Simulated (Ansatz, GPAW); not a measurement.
# 2H-WTe2 under arsenene, AB: converging a work function, part 2 of 3

Aim: the settings at which the work function of 2H-WTe2 under arsenene, AB stops moving. Where a layer proves gapped, the work function hangs on where the smearing puts the Fermi level, and the band edges take its place.

GPAW 26.7.0 and Ansatz 0.2.0; Ansatz plane waves; layer without images along its normal, relaxation of atoms and in-plane cell, with D3(BJ) dispersion (the session's first sound run).

So far. Step 2 (Relaxing the atoms): The relaxation lowered the energy of the cell by 0.488 eV.

**3. The slab's potential**

With the geometry fixed, the planar mean of the potential gives the vacuum level on each side.

This step: GPAW, PAW setups; slab in vacuum (GPAW 26.7.0).

The cell differs from the one that the last finished run ended in (c 40.867 → 24.053 Å).

The input, run.py:

```python
import json
import numpy as np
from ase import Atoms
from gpaw import GPAW, PW

slab = Atoms(
    ['Te', 'W', 'Te', 'As', 'As'],
    positions=[
        [0.00000, 2.04351, 8.00000],
        [-0.00000, -0.00000, 9.81031],
        [0.00000, 2.04351, 11.62376],
        [-0.00000, -0.00000, 14.65099],
        [1.76973, 1.02175, 16.05265]],
    cell=[[3.53945, 0.0, -0.0], [-1.76973, 3.06526, -0.0], [-0.0, -0.0, 24.0527]],
    pbc=[True, True, False])

slab.calc = GPAW(mode=PW(400), xc='PBE', kpts={'size': (9, 9, 1), 'gamma': True},
                 occupations={'name': 'fermi-dirac', 'width': 0.05}, nbands='140%',
                 convergence={'density': 1e-05}, maxiter=200,
                 poissonsolver={'dipolelayer': 'xy'},
                 symmetry={'tolerance': 1e-3}, txt='slab.txt')
result = {}
energy = slab.get_potential_energy()
fermi = slab.calc.get_fermi_level()
v = slab.calc.get_electrostatic_potential().mean((0, 1)) - fermi
n = slab.calc.get_pseudo_density().mean((0, 1))
L = slab.cell[2, 2]
z = np.arange(len(v)) * L / len(v)
low, high = slab.positions[:, 2].min(), slab.positions[:, 2].max()
below, above = np.interp([low - 5.8, high + 5.8], z, v)
slopes = [np.interp(x, z, np.gradient(v, z)) for x in (low - 5.8, high + 5.8)]
eps = np.array([[slab.calc.get_eigenvalues(k, s) for k in range(len(slab.calc.get_ibz_k_points()))]
                for s in range(slab.calc.get_number_of_spins())]) - fermi
top, bottom = eps[eps < 0].max(), eps[eps > 0].min()
dipole = slab.get_dipole_moment()[2]
print(f'energy {energy:.4f} eV, Fermi level {fermi:.4f} eV, dipole {dipole:.5f} e A')
print(f'potential 5.8 A off the faces, from the Fermi level: lower {below:.4f} eV, upper {above:.4f} eV')
print(f'slope of the potential there: lower {slopes[0]:.5f}, upper {slopes[1]:.5f} eV/A')
print(f'nearest levels on the mesh: {top:.4f} and {bottom:.4f} eV')
print('magnetic moment', round(slab.get_magnetic_moment(), 3))
result.update(energy=energy, fermi=fermi, dipole=dipole, below=below, above=above, slopes=slopes, edges=[top, bottom],
              z=z.tolist(), v=v.tolist(), n=n.tolist(), positions=slab.positions.tolist(),
              forces=slab.get_forces(apply_constraint=False).tolist(), moments=slab.get_magnetic_moments().tolist())
json.dump(result, open('result.json', 'w'))
```

Run with:

```console
$ OMP_NUM_THREADS=1 OPENBLAS_NUM_THREADS=1 python run.py
```

The log of the run:

```text
energy -27.4423 eV, Fermi level 1.4294 eV, dipole -0.01770 e A
potential 5.8 A off the faces, from the Fermi level: lower 4.0824 eV, upper 4.3639 eV
slope of the potential there: lower 0.00002, upper -0.00005 eV/A
nearest levels on the mesh: -0.5085 and 0.4743 eV
magnetic moment 0.0
```

Run time: 38 s. Hardware: 1 thread of Intel Xeon Platinum 8375C at 2.90GHz (Ice Lake), shared host; peak memory 0.23 GiB.

This step gave:

```
dipole along the normal                    : -0.01770 e·Å
levels nearest the Fermi level on the mesh : -0.5085, 0.4743 eV from the Fermi level
upper work function                        : 4.364 eV
lower work function                        : 4.082 eV
upper ionisation energy                    : 4.872 eV
```

The electrostatic potential energy of an electron (without an applied field's), less the Fermi level, planar mean oscillates, so the rows of the table below give means over windows of 1 Å about each position, cut where the curve ends. Its maxima inside the range that stand out by 2 % of the span (Å: eV): 8.9: -5.26, 10.7: -5.29, 13.2: 2.70, 15.4: -7.23. Its minima: 8.1: -21.2, 9.8: -18.9, 11.6: -21.3, 14.7: -15.2, 16.0: -15.3.

Electrostatic potential energy of an electron (without an applied field's), less the Fermi level, planar mean against z; means over each step:

z (Å), electrostatic potential energy of an electron (without an applied field's), less the Fermi level, planar mean (eV) and a bar from the least value:
```
        0        4.1 ##############################
        1        4.1 ##############################
        2        4.1 ##############################
        3        4.1 ##############################
        4        4.1 ##############################
        5        4.1 ##############################
        6        3.7 #############################
        7       -1.1 ######################
        8      -16.8 
        9       -8.1 ############
       10      -14.6 ###
       11      -10.2 #########
       12      -12.9 ######
       13        1.7 ##########################
       14       -3.9 ##################
       15      -11.2 ########
       16      -12.0 #######
       17        0.2 ########################
       18        4.1 ##############################
       19        4.3 ##############################
       20        4.4 ##############################
       21        4.4 ##############################
       22        4.4 ##############################
       23        4.4 ##############################
```

The pseudo valence density, planar mean oscillates, so the rows of the table below give means over windows of 1 Å about each position, cut where the curve ends. Its maxima inside the range that stand out by 2 % of the span (Å: e/Å³): 7.5: 0.297, 9.9: 1.21, 12.2: 0.286, 14.2: 0.263, 15.2: 0.398, 16.5: 0.261. Its minima: 7.9: 0.109, 11.6: 0.111, 13.1: 0.0724, 14.6: 0.162, 16.1: 0.161.

The pseudo valence density, planar mean by z; means over each step:

z (Å), pseudo valence density, planar mean (e/Å³) and a bar:
```
        4       0.00 
        5       0.00 
        6       0.02 #
        7       0.16 #####
        8       0.22 ########
        9       0.47 ################
       10       0.88 ##############################
       11       0.34 ############
       12       0.22 #######
       13       0.10 ####
       14       0.19 ######
       15       0.31 ##########
       16       0.26 #########
       17       0.13 #####
       18       0.01 
       19       0.00 
       20       0.00
```

Force by atom:

| atom | x (eV/Å) | y (eV/Å) | z (eV/Å) | size |
| --- | --- | --- | --- | --- |
| Te1 | 0.000 | 0.000 | -0.083 | 0.083 |
| W2 | 0.000 | 0.000 | -0.055 | 0.055 |
| Te3 | 0.000 | 0.000 | -0.055 | 0.055 |
| As4 | 0.000 | 0.000 | 0.003 | 0.003 |
| As5 | 0.000 | 0.000 | 0.189 | 0.189 |

The layer is gapped, so the Fermi level lies somewhere inside the gap, set by smearing and numerics, and these work functions are no property of the material; the band edges below the vacuum level are. The potential is flat to 5.2e-5 eV/Å where it is read, so the vacuum is wide enough. The geometry is the other program's minimum (found with a dispersion term); here the largest force on a free atom is 0.19 eV/Å.

**4. Cutoff 200**

The cutoff limits how sharply the smooth valence waves can vary, which tells mostly near the atoms.

Edit run.py of step 3 so:

```diff
@@ -16,3 +16,3 @@
 
-slab.calc = GPAW(mode=PW(400), xc='PBE', kpts={'size': (9, 9, 1), 'gamma': True},
+slab.calc = GPAW(mode=PW(200), xc='PBE', kpts={'size': (9, 9, 1), 'gamma': True},
                  occupations={'name': 'fermi-dirac', 'width': 0.05}, nbands='140%',
```

The log of the run:

```text
energy -26.9374 eV, Fermi level 1.4372 eV, dipole -0.01777 e A
potential 5.8 A off the faces, from the Fermi level: lower 4.0752 eV, upper 4.3628 eV
slope of the potential there: lower 0.00045, upper 0.00017 eV/A
nearest levels on the mesh: -0.5098 and 0.4755 eV
magnetic moment 0.0
```

Run time: 14 s. Hardware: 1 thread; peak memory 0.16 GiB.

The run finished. A setting was moved off its sound value on purpose, so it serves as a test and not as the result.

The fault put into the input: a cutoff under that of the base run: the energy of the cell lies 0.50 eV from the base value, and the gap on the mesh is 0.985 eV against 0.983 (ecut = 200).

The two runs compared:

| quantity | this run | sound run | difference |
| --- | --- | --- | --- |
| dipole along the normal (e·Å) | -0.017766 | -0.017696 | -7.1e-5 |
| upper work function (eV) | 4.3628 | 4.3639 | -0.00106 |
| lower work function (eV) | 4.0752 | 4.0824 | -0.00724 |
| upper ionisation energy (eV) | 4.8727 | 4.8724 | 2.8e-4 |

**5. Cutoff 300**

The cutoff limits how sharply the smooth valence waves can vary, which tells mostly near the atoms.

Edit run.py of step 4 so:

```diff
@@ -16,3 +16,3 @@
 
-slab.calc = GPAW(mode=PW(200), xc='PBE', kpts={'size': (9, 9, 1), 'gamma': True},
+slab.calc = GPAW(mode=PW(300), xc='PBE', kpts={'size': (9, 9, 1), 'gamma': True},
                  occupations={'name': 'fermi-dirac', 'width': 0.05}, nbands='140%',
```

The log of the run:

```text
energy -27.3147 eV, Fermi level 1.4329 eV, dipole -0.01777 e A
potential 5.8 A off the faces, from the Fermi level: lower 4.0795 eV, upper 4.3621 eV
slope of the potential there: lower -0.00004, upper -0.00010 eV/A
nearest levels on the mesh: -0.5087 and 0.4750 eV
magnetic moment 0.0
```

Run time: 22 s. Hardware: 1 thread; peak memory 0.19 GiB.

The run finished. A setting was moved off its sound value on purpose, so it serves as a test and not as the result.

The fault put into the input: a cutoff under that of the base run: the energy of the cell lies 0.13 eV from the base value, and the gap on the mesh is 0.984 eV against 0.983 (ecut = 300).

Side by side:

| quantity | this run | sound run | difference |
| --- | --- | --- | --- |
| dipole along the normal (e·Å) | -0.017771 | -0.017696 | -7.6e-5 |
| upper work function (eV) | 4.3621 | 4.3639 | -0.00178 |
| lower work function (eV) | 4.0795 | 4.0824 | -0.00289 |
| upper ionisation energy (eV) | 4.8708 | 4.8724 | -0.00162 |

**6. Cutoff 700: ecut = 700**

The cutoff limits how sharply the smooth valence waves can vary, which tells mostly near the atoms.

Edit run.py of step 5 so:

```diff
@@ -16,3 +16,3 @@
 
-slab.calc = GPAW(mode=PW(300), xc='PBE', kpts={'size': (9, 9, 1), 'gamma': True},
+slab.calc = GPAW(mode=PW(700), xc='PBE', kpts={'size': (9, 9, 1), 'gamma': True},
                  occupations={'name': 'fermi-dirac', 'width': 0.05}, nbands='140%',
```

The log of the run:

```text
energy -27.4804 eV, Fermi level 1.4286 eV, dipole -0.01766 e A
potential 5.8 A off the faces, from the Fermi level: lower 4.0829 eV, upper 4.3645 eV
slope of the potential there: lower 0.00005, upper -0.00005 eV/A
nearest levels on the mesh: -0.5085 and 0.4744 eV
magnetic moment 0.0
```

The job ended after 98 s (1 thread; peak memory 0.37 GiB).

This step gave:

```yaml
dipole_along_the_normal: -0.01766 e·Å
levels_nearest_the_fermi_level_on_the_mesh: -0.5085, 0.4744 eV from the Fermi level
lower_work_function: 4.083 eV
upper_ionisation_energy: 4.873 eV
```

The electrostatic potential energy of an electron (without an applied field's), less the Fermi level, planar mean oscillates, so the rows of the table below give means over windows of 1 Å about each position, cut where the curve ends. Its maxima inside the range that stand out by 2 % of the span (Å: eV): 8.9: -5.26, 10.7: -5.26, 13.3: 2.69, 15.4: -7.26. Its minima: 8.0: -21.3, 9.8: -18.9, 11.6: -21.3, 14.6: -15.3, 16.0: -15.3.

Electrostatic potential energy of an electron (without an applied field's), less the Fermi level, planar mean against z; means over each step:

| z (Å) | electrostatic potential energy of an electron (without an applied field's), less the Fermi level, planar mean (eV) |
| --- | --- |
| 0 | 4.14 |
| 1 | 4.08 |
| 2 | 4.08 |
| 3 | 4.08 |
| 4 | 4.08 |
| 5 | 4.06 |
| 6 | 3.74 |
| 7 | -1.06 |
| 8 | -16.9 |
| 9 | -8.08 |
| 10 | -14.7 |
| 11 | -10.2 |
| 12 | -12.9 |
| 13 | 1.72 |
| 14 | -3.90 |
| 15 | -11.2 |
| 16 | -12.0 |
| 17 | 0.233 |
| 18 | 4.08 |
| 19 | 4.34 |
| 20 | 4.36 |
| 21 | 4.36 |
| 22 | 4.36 |
| 23 | 4.36 |

The pseudo valence density, planar mean by z:

z (Å), pseudo valence density, planar mean (e/Å³) and a bar:
```
      4.0       0.00 
      4.5       0.00 
      5.0       0.00 
      5.5       0.00 
      6.0       0.01 
      6.5       0.04 #
      7.0       0.15 ####
      7.5       0.29 ########
      8.0       0.11 ###
      8.5       0.37 ###########
      9.0       0.39 ###########
      9.5       0.85 ########################
     10.0       1.06 ##############################
     10.5       0.42 ############
     11.0       0.38 ###########
     11.5       0.16 #####
     12.0       0.26 #######
     12.5       0.20 ######
     13.0       0.08 ##
     13.5       0.09 ###
     14.0       0.22 ######
     14.5       0.19 #####
     15.0       0.33 #########
     15.5       0.39 ###########
     16.0       0.18 #####
     16.5       0.26 #######
     17.0       0.12 ###
     17.5       0.03 #
     18.0       0.01 
     18.5       0.00 
     19.0       0.00 
     19.5       0.00 
     20.0       0.00
```

Force by atom:

| atom | x (eV/Å) | y (eV/Å) | z (eV/Å) | size |
| --- | --- | --- | --- | --- |
| Te1 | 0.000 | 0.000 | -0.078 | 0.078 |
| W2 | 0.000 | 0.000 | -0.055 | 0.055 |
| Te3 | 0.000 | 0.000 | -0.060 | 0.060 |
| As4 | 0.000 | 0.000 | 0.004 | 0.004 |
| As5 | 0.000 | 0.000 | 0.189 | 0.189 |

The highest filled level lies 0.509 eV under the Fermi level, so the ionisation energy from the upper face is 4.364 + 0.509 = 4.873 eV, against 4.872 eV in the base run.

**7. K mesh 3×3**

The mesh in the plane samples the bands: a metal's Fermi level needs it dense, and band edges must lie on it.

Edit run.py of step 6 so:

```diff
@@ -16,3 +16,3 @@
 
-slab.calc = GPAW(mode=PW(700), xc='PBE', kpts={'size': (9, 9, 1), 'gamma': True},
+slab.calc = GPAW(mode=PW(400), xc='PBE', kpts={'size': (3, 3, 1), 'gamma': True},
                  occupations={'name': 'fermi-dirac', 'width': 0.05}, nbands='140%',
```

The log of the run:

```text
energy -26.9863 eV, Fermi level 1.4318 eV, dipole -0.03504 e A
potential 5.8 A off the faces, from the Fermi level: lower 3.9172 eV, upper 4.4880 eV
slope of the potential there: lower 0.00002, upper -0.00004 eV/A
nearest levels on the mesh: -0.4224 and 0.4532 eV
magnetic moment 0.0
```

It took 16 s on 1 thread; peak memory 0.21 GiB.

The run finished with changed settings (kpts = [3, 3]); it serves as a test.

The two runs compared:

| quantity | this run | sound run | difference |
| --- | --- | --- | --- |
| dipole along the normal (e·Å) | -0.035042 | -0.017696 | -0.0173 |
| upper work function (eV) | 4.4880 | 4.3639 | 0.124 |
| lower work function (eV) | 3.9172 | 4.0824 | -0.165 |
| upper ionisation energy (eV) | 4.9104 | 4.8724 | 0.0380 |

The two runs differ clearly in the lower work function: 3.92 eV against 4.08 eV.

**8. K mesh 5×5**

The mesh in the plane samples the bands: a metal's Fermi level needs it dense, and band edges must lie on it.

Edit run.py of step 7 so:

```diff
@@ -16,3 +16,3 @@
 
-slab.calc = GPAW(mode=PW(400), xc='PBE', kpts={'size': (3, 3, 1), 'gamma': True},
+slab.calc = GPAW(mode=PW(400), xc='PBE', kpts={'size': (5, 5, 1), 'gamma': True},
                  occupations={'name': 'fermi-dirac', 'width': 0.05}, nbands='140%',
```

The log of the run:

```text
energy -27.3888 eV, Fermi level 1.4486 eV, dipole -0.01839 e A
potential 5.8 A off the faces, from the Fermi level: lower 4.0556 eV, upper 4.3487 eV
slope of the potential there: lower 0.00002, upper -0.00005 eV/A
nearest levels on the mesh: -0.5223 and 0.6229 eV
magnetic moment 0.0
```

Wall time 19 s (1 thread); peak memory 0.21 GiB.

The run finished with changed settings (kpts = [5, 5]); it serves as a test.

Side by side:

| quantity | this run | sound run | difference |
| --- | --- | --- | --- |
| dipole along the normal (e·Å) | -0.018393 | -0.017696 | -7.0e-4 |
| upper work function (eV) | 4.3487 | 4.3639 | -0.0152 |
| lower work function (eV) | 4.0556 | 4.0824 | -0.0268 |
| upper ionisation energy (eV) | 4.8710 | 4.8724 | -0.00134 |

**9. K mesh 14×14: kpts = [14, 14]**

The mesh in the plane samples the bands: a metal's Fermi level needs it dense, and band edges must lie on it.

Edit run.py of step 8 so:

```diff
@@ -16,3 +16,3 @@
 
-slab.calc = GPAW(mode=PW(400), xc='PBE', kpts={'size': (5, 5, 1), 'gamma': True},
+slab.calc = GPAW(mode=PW(400), xc='PBE', kpts={'size': (14, 14, 1), 'gamma': True},
                  occupations={'name': 'fermi-dirac', 'width': 0.05}, nbands='140%',
```

The log of the run:

```text
energy -27.4445 eV, Fermi level 1.4655 eV, dipole -0.01754 e A
potential 5.8 A off the faces, from the Fermi level: lower 4.0475 eV, upper 4.3264 eV
slope of the potential there: lower 0.00002, upper -0.00005 eV/A
nearest levels on the mesh: -0.4932 and 0.5128 eV
magnetic moment 0.0
```

Elapsed: 69 s, on 1 thread; peak memory 0.27 GiB.

This step gave:

```
dipole along the normal                    : -0.01754 e·Å
levels nearest the Fermi level on the mesh : -0.4932, 0.5128 eV from the Fermi level
upper work function                        : 4.326 eV
lower work function                        : 4.048 eV
upper ionisation energy                    : 4.820 eV
```

The electrostatic potential energy of an electron (without an applied field's), less the Fermi level, planar mean oscillates, so the rows of the table below give means over windows of 1 Å about each position, cut where the curve ends. Its maxima inside the range that stand out by 2 % of the span (Å: eV): 8.9: -5.30, 10.7: -5.32, 13.2: 2.66, 15.4: -7.27. Its minima: 8.1: -21.2, 9.8: -18.9, 11.6: -21.3, 14.7: -15.3, 16.0: -15.3.

Table of electrostatic potential energy of an electron (without an applied field's), less the Fermi level, planar mean by z; means over each step:

| z (Å) | electrostatic potential energy of an electron (without an applied field's), less the Fermi level, planar mean (eV) |
| --- | --- |
| 0 | 4.10 |
| 1 | 4.05 |
| 2 | 4.05 |
| 3 | 4.05 |
| 4 | 4.05 |
| 5 | 4.03 |
| 6 | 3.70 |
| 7 | -1.11 |
| 8 | -16.9 |
| 9 | -8.17 |
| 10 | -14.7 |
| 11 | -10.2 |
| 12 | -12.9 |
| 13 | 1.66 |
| 14 | -3.93 |
| 15 | -11.2 |
| 16 | -12.0 |
| 17 | 0.172 |
| 18 | 4.04 |
| 19 | 4.31 |
| 20 | 4.33 |
| 21 | 4.33 |
| 22 | 4.33 |
| 23 | 4.33 |

The highest filled level lies 0.493 eV under the Fermi level, so the ionisation energy from the upper face is 4.326 + 0.493 = 4.820 eV, against 4.872 eV in the base run.

**10. Scheme Fermi-Dirac, smearing 0.01**

Smearing changes the occupations near the Fermi level, and with them the level itself. Smearing helps the SCF of a metal converge, but it blurs occupations at band edges near the Fermi level.

Edit run.py of step 9 so:

```diff
@@ -16,4 +16,4 @@
 
-slab.calc = GPAW(mode=PW(400), xc='PBE', kpts={'size': (14, 14, 1), 'gamma': True},
-                 occupations={'name': 'fermi-dirac', 'width': 0.05}, nbands='140%',
+slab.calc = GPAW(mode=PW(400), xc='PBE', kpts={'size': (9, 9, 1), 'gamma': True},
+                 occupations={'name': 'fermi-dirac', 'width': 0.01}, nbands='140%',
                  convergence={'density': 1e-05}, maxiter=200,
```

The log of the run:

```text
energy -27.4423 eV, Fermi level 1.1849 eV, dipole -0.01770 e A
potential 5.8 A off the faces, from the Fermi level: lower 4.3269 eV, upper 4.6084 eV
slope of the potential there: lower 0.00002, upper -0.00005 eV/A
nearest levels on the mesh: -0.2640 and 0.7188 eV
magnetic moment 0.0
```

Wall time 38 s (1 thread); peak memory 0.23 GiB.

This step gave:

* dipole along the normal: -0.01770 e·Å
* levels nearest the Fermi level on the mesh: -0.2640, 0.7188 eV from the Fermi level
* upper work function: 4.608 eV
* lower work function: 4.327 eV
* upper ionisation energy: 4.872 eV

The highest filled level lies 0.264 eV under the Fermi level, so the ionisation energy from the upper face is 4.608 + 0.264 = 4.872 eV, against 4.872 eV in the base run.

**11. All levels side by side**

Times are for 1 thread of Intel Xeon Platinum 8375C at 2.90GHz (Ice Lake), shared host. The series side by side:

| no. | run | upper ionisation energy (eV) | time | memory (GiB) |
| --- | --- | --- | --- | --- |
| 1 | pw | 4.872 | 38 s | 0.23 |
| 2 | cutoff 700 | 4.873 | 98 s | 0.37 |
| 3 | k mesh 14×14 | 4.820 | 69 s | 0.27 |
| 4 | scheme Fermi-Dirac, smearing 0.01 | 4.872 | 38 s | 0.23 |

(Part 2 of 3 ends here.)

[Logs are printed without paths, hosts, clocks, repeated set-up lines and the standing remarks that a program may print on its own settings, such as how far it seeks lower states.]

[Hosts, paths, dates, database ids (printed as entryN), source tags and the programs' standing remarks are cut or masked in the printed files.]
